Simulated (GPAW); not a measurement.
# GaAs (F-43m) in GPAW: further runs

One crystal, GaAs, is run at these levels: revPBE, BLYP; tasks: band structure.

Everything below comes from runs of GPAW 26.7.0. Logs are shortened: lines on timing, memory, paths and dates and some standing lists are left out, and cuts for length are marked. The log counts tension as positive stress, the text compression.

**Measured values to compare with.**

From “Evidence of valence band perturbations in GaAsN/GaAs(001): A combined variable-angle spectroscopic ellipsometry and modulated photoreflectance investigation”, 2008, arxiv:0805.2212, for a bulk crystal of GaAs at 300 K: band gap 1.418 ± 0.005 eV (direct); band gap 1.412 ± 0.01 eV (direct).

The results are compared with them further down.

## (1) The structure

It takes space group F-43m (No. 216, cubic). The conventional cell has a = 5.654 Å, b = 5.654 Å, c = 5.654 Å, α = 90.00°, β = 90.00°, γ = 90.00°. Around As (site symmetry -43m) lie 4 Ga at 2.45 Å. Ga (site symmetry -43m) has 4 As at 2.45 Å as nearest neighbours.

## (2) Band structure, revPBE

Contents of run.py:

```python
from ase.dft.bandgap import bandgap
from ase.io import read, write
from ase.units import GPa
from gpaw import GPAW, PW

atoms = read('POSCAR')

calc = GPAW(mode=PW(600),
            xc='revPBE',
            kpts={'size': (8, 8, 8), 'gamma': True},
            occupations={'name': 'fermi-dirac', 'width': 0.05},
            nbands=11,
            convergence={'density': 1e-05, 'energy': 1e-05},
            maxiter=150,
            txt='gpaw.txt')
atoms.calc = calc
energy = atoms.get_potential_energy()
forces = atoms.get_forces()
stress = atoms.get_stress()
calc.write('gs.gpw')
write('result.traj', atoms)
print(f'Energy: {energy:.6f} eV')
print('Forces (eV/A):')
print(forces.round(4))
print('Stress (GPa):', (stress / GPa).round(3))
print('Fermi level:', round(calc.get_fermi_level(), 4), 'eV')
print(f'Gap: {bandgap(calc)[0]:.4f} eV, direct: {bandgap(calc, direct=True)[0]:.4f} eV')

path = atoms.cell.bandpath('GXWKGLUWLK,UX', npoints=60, eps=1e-4)
bs_calc = calc.fixed_density(kpts=path, symmetry='off', nbands=21,
                             convergence={'bands': 'CBM+6.0', 'eigenstates': 1e-6}, txt='bands.txt')
bs = bs_calc.band_structure()
bs.write('bs.json')
print(f'Gap on the path: {bandgap(bs_calc)[0]:.4f} eV')
```

Contents of POSCAR:

```
GaAs
1.0
    0.0000000000      2.8268500000      2.8268500000
    2.8268500000      0.0000000000      2.8268500000
    2.8268500000      2.8268500000      0.0000000000
As Ga
1 1
Direct
    0.7500000000      0.7500000000      0.7500000000
    0.0000000000      0.0000000000      0.0000000000
```

Potentials or basis: the program's PAW data sets (release 1.2.1) made for this functional, pw.

Started as:

```sh
$ OMP_NUM_THREADS=1 python run.py
```

gpaw.txt:

```text
__  _  _
 | _ |_)|_||  |
 |__||  | ||/\| - 26.7.0

Input parameters:
  mode=PW(ecut=600.0),
  convergence={'density': 1e-05, 'energy': 1e-05},
  kpts=MonkhorstPack(size=(8, 8, 8), gamma=True),
  maxiter=150,
  nbands=11,
  occupations=Occupations(name='fermi-dirac', width=0.05),
  xc=XC(name='revPBE')

Diagonalizing LCAO Hamiltonian
Converting LCAO to pw mode

                    As

       Ga

Atoms  # Å, Bohr magnetons
|   | symbol |        x |        y |        z |    initial magnetic moments |
|---|--------|----------|----------|----------|-----------------------------|
| 0 |     As | 4.240275 | 4.240275 | 4.240275 | ( 0.0000,  0.0000,  0.0000) |
| 1 |     Ga | 0.000000 | 0.000000 | 0.000000 | ( 0.0000,  0.0000,  0.0000) |

Unit cell  # Å
| periodic |        x |        y |        z |  lengths |    angles |
|----------|----------|----------|----------|----------|-----------|
|      yes | 0.000000 | 2.826850 | 2.826850 | 3.997770 | 60.000000 |
|      yes | 2.826850 | 0.000000 | 2.826850 | 3.997770 | 60.000000 |
|      yes | 2.826850 | 2.826850 | 0.000000 | 3.997770 | 60.000000 |

Number of symmetries: 24
Symmetry operations  # r_c * U_cc + t_c -> r_c
|    | kind |            matrix            |
|----|------|------------------------------|
|  0 |  E   |  1, 0, 0,  0, 1, 0,  0, 0, 1 |
|  1 |  σ   |  1, 0, 0,  0, 0, 1,  0, 1, 0 |
|  2 |  σ   |  1, 0,-1,  0, 1,-1,  0, 0,-1 |
|  3 |  C3  |  1, 0,-1,  0, 0,-1,  0, 1,-1 |
|  4 |  C3  |  1,-1, 0,  0,-1, 1,  0,-1, 0 |
|  5 |  σ   |  1,-1, 0,  0,-1, 0,  0,-1, 1 |
|  6 |  σ   |  0, 1, 0,  1, 0, 0,  0, 0, 1 |
|  7 |  C3  |  0, 1, 0,  0, 0, 1,  1, 0, 0 |
|  8 |  C2  |  0, 1,-1,  1, 0,-1,  0, 0,-1 |
|  9 |  S4  |  0, 1,-1,  0, 0,-1,  1, 0,-1 |
| 10 |  C3  |  0, 0, 1,  1, 0, 0,  0, 1, 0 |
| 11 |  σ   |  0, 0, 1,  0, 1, 0,  1, 0, 0 |
| 12 |  S4  |  0, 0,-1,  1, 0,-1,  0, 1,-1 |
| 13 |  C3  |  0, 0,-1,  0, 1,-1,  1, 0,-1 |
| 14 |  S4  |  0,-1, 1,  1,-1, 0,  0,-1, 0 |
| 15 |  C2  |  0,-1, 1,  0,-1, 0,  1,-1, 0 |
| 16 |  C3  |  0,-1, 0,  1,-1, 0,  0,-1, 1 |
| 17 |  S4  |  0,-1, 0,  0,-1, 1,  1,-1, 0 |
| 18 |  S4  | -1, 1, 0, -1, 0, 1, -1, 0, 0 |
| 19 |  C3  | -1, 1, 0, -1, 0, 0, -1, 0, 1 |
| 20 |  C3  | -1, 0, 1, -1, 1, 0, -1, 0, 0 |
| 21 |  S4  | -1, 0, 1, -1, 0, 0, -1, 1, 0 |
| 22 |  σ   | -1, 0, 0, -1, 1, 0, -1, 0, 1 |
| 23 |  C2  | -1, 0, 0, -1, 0, 1, -1, 1, 0 |

BZ-sampling:
  Number of BZ points: 512
  Number of IBZ points: 29

  Monkhorst-Pack size: [8, 8, 8]
  Monkhorst-Pack shift: [0.0625, 0.0625, 0.0625]

K-points  # in reciprocal-cell coordinates
|     |                                coordinates |     weight |
|-----|--------------------------------------------|------------|
|   0 | (  0.00000000,   0.00000000,   0.00000000) | 0.00195312 |
|   1 | (  0.12500000,   0.12500000,   0.00000000) | 0.01171875 |
|   2 | (  0.12500000,   0.12500000,   0.12500000) | 0.01562500 |
|   3 | (  0.25000000,   0.12500000,   0.12500000) | 0.02343750 |
|   4 | (  0.25000000,   0.25000000,   0.00000000) | 0.01171875 |
|   5 | (  0.25000000,   0.25000000,   0.12500000) | 0.04687500 |
|   6 | (  0.25000000,   0.25000000,   0.25000000) | 0.01562500 |
|   7 | (  0.37500000,   0.25000000,  -0.37500000) | 0.04687500 |
|   8 | (  0.37500000,   0.25000000,   0.12500000) | 0.04687500 |
|   9 | (  0.37500000,   0.25000000,   0.25000000) | 0.04687500 |
| ... |                                            |            |
|  28 | (  0.50000000,   0.50000000,   0.50000000) | 0.00781250 |

Plane wave coefficients: 1540
Cutoff: 600.0 eV

Spin-components: 1 (collinear spins)
Bands:           11
Projectors:      10
Spin-degeneracy: 2
Datatype:        complex128

Parallelization:
  kpt:    1
  domain: 1
  band:   1

Density:
  Valence electrons: 8.0
  Components: 1
  Grid points: [24 24 24]
  Charge: 0.0  # |e|

Potential:
  Grid points: [24 24 24]

species:
  As:
    name:    Arsenic
    Z:       33.0
    valence: 5
    core:    28
    charge:  0.0  # [|e|]
    compensation charges:
      type: gauss
      rc: 0.33  # [Å]
      lmax: 2
    cutoffs:
      filter: 1.87  # [Å]
      core: 2.96  # [Å]
    projectors
    | kind |    occ | energy [eV] | rcut [Å] |
    |------|--------|-------------|----------|
    |   4s |  2.000 |     -14.425 |    1.058 |
    |   4p |  3.000 |      -5.155 |    1.058 |
    |    s |        |      12.786 |    1.058 |
    |    p |        |      22.056 |    1.058 |
    |    d |        |       0.000 |    1.058 |

    Using partial waves for As as LCAO basis

  Ga:
    name:    Gallium
    Z:       31.0
    valence: 3
    core:    28
    charge:  0.0  # [|e|]
    compensation charges:
      type: gauss
      rc: 0.37  # [Å]
      lmax: 2
    cutoffs:
      filter: 2.06  # [Å]
      core: 4.17  # [Å]
    projectors
    | kind |    occ | energy [eV] | rcut [Å] |
    |------|--------|-------------|----------|
    |   4s |  2.000 |      -8.879 |    1.164 |
    |   4p |  1.000 |      -2.530 |    1.164 |
    |    s |        |      18.332 |    1.164 |
    |    p |        |      24.682 |    1.164 |
    |    d |        |       0.000 |    1.164 |

    Using partial waves for Ga as LCAO basis

Reference energy: -114396.396665  # eV

eigensolver:
  PPCG
  Converge bands: occupied
  niter=2

density mixing:
  MSR1-Mixer
  Pratt-step length: 0.05
  Maximum mixing coefficient: 0.75
  Old densities: 10
  SVD Regularization: 0.005
  Good broyden scale: 1.0
  Trust region scale: 1.0
  Backstep threshold: 4.0
  History deletion threshold: 6.0
  Fourier metric: weight=20.0, sigma=0.015

occupation numbers:
  Fermi-Dirac:
    width: 0.0500  # eV

poisson solver:
  ecut: 4800.0  # eV

xc functional:
  name: revPBE with 2 nearest neighbor stencil

convergence criteria:
- Maximum integral of absolute [dens]ity change: 1e-05 electrons / valence electron
- Maximum [total energy] change in last 3 cyles: 1e-05 eV / valence electron
- Maximum integral of absolute [eigenst]ate change: 4e-08 eV^2 / valence electron
maximum number of iterations: 150

SCF iterations
|iter     | |      energy | eigst |  dens |
|---------|-|-------------|-------|-------|
|iter:   1| |   -7.698111 | -0.66 |       |
|iter:   2| |   -7.682678 | -3.04 | -0.89 |
|iter:   3| |   -7.626890 | -2.17 | -0.92 |
|iter:   4| |   -7.630738 | -3.69 | -1.52 |
|iter:   5| |   -7.631322 | -4.54 | -2.03 |
|iter:   6| |   -7.631360 | -5.81 | -2.76 |
|iter:   7| |   -7.631361c| -7.26 | -3.51 |
|iter:   8| |   -7.631361c| -8.29c| -4.13 |
|iter:   9| |   -7.631361c| -8.64c| -5.10c|

Converged in 9 steps
Energy contributions relative to reference atoms: (reference = -114396.396665)

Energy contributions:
  Kinetic:          27.118818
  Coulomb:         -23.930672
  Zero:              0.013543
  External:          0.000000
  Xc:              -10.833047
  Entropy:          -0.000006
  Spinorbit:         0.000000
  ----------------------------
  Free energy:      -7.631364
  Extrapolated:     -7.631361

dipole moment: (-10.935709, -10.935709, -10.935709)  # |e|*Ang

Fermi level: 5.366
Eigenvalues  # (at kpt = [0.000, 0.000, 0.000])
| band index |      eig [eV] | occ [0-2] |
|------------|---------------|-----------|
|          0 |        -7.670 |     2.000 |
|          1 |         4.999 |     1.999 |
|          2 |         4.999 |     1.999 |
|          3 |         4.999 |     1.999 |
|          4 |         5.675 |     0.004 |
|          5 |         8.792 |     0.000 |
|          6 |         8.792 |     0.000 |
|          7 |         8.792 |     0.000 |
|          8 |        12.810 |     0.000 |
|          9 |        15.064 |     0.000 |
|         10 |        15.064 |     0.000 |

Gap: 0.676 eV
Transition (v -> c):
  (s=0, k=0, n=3, [0.00, 0.00, 0.00]) -> (s=0, k=0, n=4, [0.00, 0.00, 0.00])
No difference between direct/indirect transitions

Forces  # eV/Ang
|        x |        y |        z |
|----------|----------|----------|
|  0.00000 | -0.00000 |  0.00000 |  # As   0
| -0.00000 | -0.00000 | -0.00000 |  # Ga   1

Stress tensor  # eV/Ang^3
|         x |         y |         z |
|-----------|-----------|-----------|
| -0.036037 |  0.000000 |  0.000000 |
|  0.000000 | -0.036037 | -0.000000 |
|  0.000000 | -0.000000 | -0.036037 |

# Writing to gs.gpw (mode='')
```

Run time: 20 s. Hardware: 1 thread of Arm Neoverse V2, shared host; peak memory 0.21 GiB.

Results:

- Free energy: -7.6314 eV
- Pressure: 5.8 GPa
- Band gap on the k mesh: 0.68 eV, direct
- Band gap along the path: 0.68 eV, direct

Levels at the corners of the path, in eV from the valence-band top:
| point | band 1 | band 2 | band 3 | band 4 | band 5 | band 6 | band 7 | band 8 |
| --- | --- | --- | --- | --- | --- | --- | --- | --- |
| Γ | -12.67 | 0.00 | 0.00 | 0.00 | 0.68 | 3.79 | 3.79 | 3.79 |
| X | -10.32 | -6.76 | -2.66 | -2.66 | 1.55 | 1.74 | 10.26 | 10.26 |
| W | -10.27 | -6.56 | -3.52 | -3.31 | 4.70 | 4.80 | 5.51 | 6.14 |
| K | -10.36 | -6.56 | -3.83 | -2.24 | 2.05 | 4.72 | 8.06 | 8.13 |
| Γ | -12.67 | 0.00 | 0.00 | 0.00 | 0.68 | 3.79 | 3.79 | 3.79 |
| L | -11.04 | -6.58 | -1.13 | -1.13 | 1.11 | 4.69 | 4.69 | 7.91 |
| U | -10.36 | -6.56 | -3.83 | -2.24 | 2.05 | 4.72 | 8.06 | 8.13 |
| W | -10.27 | -6.56 | -3.52 | -3.31 | 4.70 | 4.80 | 5.51 | 6.14 |
| L | -11.04 | -6.58 | -1.13 | -1.13 | 1.11 | 4.69 | 4.69 | 7.91 |
| K | -10.36 | -6.56 | -3.83 | -2.24 | 2.05 | 4.72 | 8.06 | 8.13 |
| U | -10.36 | -6.56 | -3.83 | -2.24 | 2.05 | 4.72 | 8.06 | 8.13 |
| X | -10.32 | -6.76 | -2.66 | -2.66 | 1.55 | 1.74 | 10.26 | 10.26 |

## (3) Band structure, BLYP

Changes to run.py since step 2:

```diff
@@ -3,3 +3,5 @@
 from ase.units import GPa
-from gpaw import GPAW, PW
+from gpaw import GPAW, PW, setup_paths
+
+setup_paths.insert(0, '.')
 
@@ -8,3 +10,3 @@
 calc = GPAW(mode=PW(600),
-            xc='revPBE',
+            xc='BLYP',
             kpts={'size': (8, 8, 8), 'gamma': True},
@@ -13,2 +15,3 @@
             convergence={'density': 1e-05, 'energy': 1e-05},
+            eigensolver='davidson',
             maxiter=150,
@@ -28,3 +31,3 @@
 
-path = atoms.cell.bandpath('GXWKGLUWLK,UX', npoints=60, eps=1e-4)
+path = atoms.cell.bandpath('GXWKGLUWLK,UX', npoints=100, eps=1e-4)
 bs_calc = calc.fixed_density(kpts=path, symmetry='off', nbands=21,
```

POSCAR is that of step 2.

Potentials or basis: PAW data sets generated in the run's folder for this functional, pw.

Started as:

```sh
$ gpaw-setup -f BLYP As Ga
$ OMP_NUM_THREADS=1 python run.py
```

It took 28 s on 1 thread of Arm Neoverse V2, shared host; peak memory 0.24 GiB.

The run converged. Its results:

```yaml
Free_energy: -6.8482 eV
Pressure: 7.7 GPa
Band_gap_on_the_k_mesh: 0.43 eV, direct
Band_gap_along_the_path: 0.43 eV, direct
```

Levels at the corners of the path, in eV from the valence-band top:
```csv
point,band 1,band 2,band 3,band 4,band 5,band 6,band 7,band 8
Γ,-12.72,0.00,0.00,0.00,0.43,3.81,3.81,3.81
X,-10.41,-6.81,-2.63,-2.63,1.65,1.77,10.15,10.15
W,-10.37,-6.63,-3.47,-3.25,4.61,4.91,5.49,6.24
K,-10.46,-6.62,-3.77,-2.22,2.10,4.74,8.02,8.11
Γ,-12.72,0.00,0.00,0.00,0.43,3.81,3.81,3.81
L,-11.12,-6.58,-1.12,-1.12,1.02,4.76,4.76,8.04
U,-10.46,-6.62,-3.77,-2.22,2.10,4.74,8.02,8.11
W,-10.37,-6.63,-3.47,-3.25,4.61,4.91,5.49,6.24
L,-11.12,-6.58,-1.12,-1.12,1.02,4.76,4.76,8.04
K,-10.46,-6.62,-3.77,-2.22,2.10,4.74,8.02,8.11
U,-10.46,-6.62,-3.77,-2.22,2.10,4.74,8.02,8.11
X,-10.41,-6.81,-2.63,-2.63,1.65,1.77,10.15,10.15
```

## (4) Against experiment

Step 2. Against the measured gap of GaAs, 1.418 eV (direct; 300 K; “Evidence of valence band perturbations in GaAsN/GaAs(001): A combined variable-angle spectroscopic ellipsometry and modulated photoreflectance investigation”, 2008, arxiv:0805.2212), the calculated 0.68 eV is off by -0.74 eV. 3 values of this kind are on record (1.412 to 1.51 eV); this one was drawn at random among those near their median, those with a stated uncertainty first. Spin-orbit coupling on As, Ga is left out. The value is that of revPBE, without temperature or zero-point motion. Semilocal functionals fall short of measured gaps as a rule.

Step 3. Measured gap of GaAs: 1.412 eV (direct; 300 K; “Evidence of valence band perturbations in GaAsN/GaAs(001): A combined variable-angle spectroscopic ellipsometry and modulated photoreflectance investigation”, 2008, arxiv:0805.2212). This calculation gives 0.43 eV (-0.98 eV). 3 values of this kind are on record (1.412 to 1.51 eV); this one was drawn at random among those near their median, those with a stated uncertainty first. Spin-orbit coupling on As, Ga is left out. The value is that of BLYP, without temperature or zero-point motion. Semilocal functionals fall short of measured gaps as a rule.
